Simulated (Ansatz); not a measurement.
Wanted: the native input for an Ansatz 0.2.0 run.

```yaml
Task: relaxation of cell and atoms
Functional: revPBE
Potentials_or_basis: Ansatz PAW earlier set
Cutoff: "930 eV (not typed: the program's choice for these potentials)"
k_mesh: 11 × 11 × 11
Occupations: methfessel-paxton, width 0.1 eV
Spin: collinear spin, ferromagnetic start
Starting_moments: "[3.0, 0.0] μB"
Hubbard_terms: Fe d U = 6 eV
Hubbard_projectors: all-electron-ortho-atomic
Double_counting: fll (the default)
```

FeO (Wuestite):

```xyz
2
Lattice="0.0000 2.1554 2.1554 2.1554 0.0000 2.1554 2.1554 2.1554 0.0000" Properties=species:S:1:pos:R:3 pbc="T T T"
Fe    0.0000    0.0000    0.0000
O     2.1554    2.1554    2.1554
```

These files were run (other wordings do the same):

input.yaml

```yaml
crystal:
  lattice:
    - [0.0, 2.1554, 2.1554]
    - [2.1554, 0.0, 2.1554]
    - [2.1554, 2.1554, 0.0]
  atoms:
    - { symbol: Fe, spin: 3.0, position_ang: [0.0, 0.0, 0.0] }
    - { symbol: O, position_ang: [2.1554, 2.1554, 2.1554] }
hamiltonian:
  xc: revpbe
  pseudopotentials: { kind: paw, source: ansatz }
  hubbard:
    sites: [{ species: Fe, l: d, u_eff: 6.0 }]
    projectors: all-electron-ortho-atomic
magnetization:
  spin_polarized: true
kpoints:
  mp_grid: { grid: [11, 11, 11] }
scf:
  occupations: { method: methfessel_paxton, width: 0.1 }
output:
  forces: true
  stress: true
relax:
  f_tol: 0.01
  max_steps: 40
  cell: { stress_tol: 0.05 }
```

Potentials or basis: Ansatz PAW earlier set.

Launch:

```bash
$ ansatz run input.yaml --threads 1 --pin off --max-ram 2560MiB --backend cpu --events-out ev --progress --plain --runs-dir out
```

Results of the run:

| Quantity | Value |
| --- | --- |
| Relaxed volume | 11.19 Å³/atom |
| Relaxed cell | a = 3.186 Å, b = 3.173 Å, c = 3.186 Å, α = 60.13°, β = 57.65°, γ = 60.13° |
| Space group after relaxing (to 0.05 Å) | Immm (No. 71) |
| Energy gained by relaxing | 749.5 meV/atom |
| Ionic steps | 12 |
| Pressure after relaxing | 0.0 GPa |
| Band gap on the k mesh | 0.86 eV, indirect (least direct gap 2.19 eV) |
| Net moment | 4.00 μB per cell |
| Absolute moment | 4.00 μB per cell |
| Site moments | Fe +3.56; O +0.13 μB |

Caveat: the magnetic or orbital state may not be the lowest; the electronic state changed during the relaxation; odd divisions of the mesh miss points on the zone boundary, where band edges often lie, so the gap on the mesh can be too wide; the plane-wave basis is chosen anew once the cell has moved, so the energies of steps on either side of that aren't comparable; the volume moved by +12 % from the deposited cell, more than functionals usually miss; a cell with one magnetic atom can't hold antiferromagnetic order, which such compounds often take; the PAW data sets come from PBE, with cores solved anew for the run's functional, which leaves a small shift of forces and pressure.

Wall time 7.9 min on 1 thread of Intel(R) Xeon(R) Platinum 8488C (Sapphire Rapids), on a shared host, peak memory 2.1 GiB.
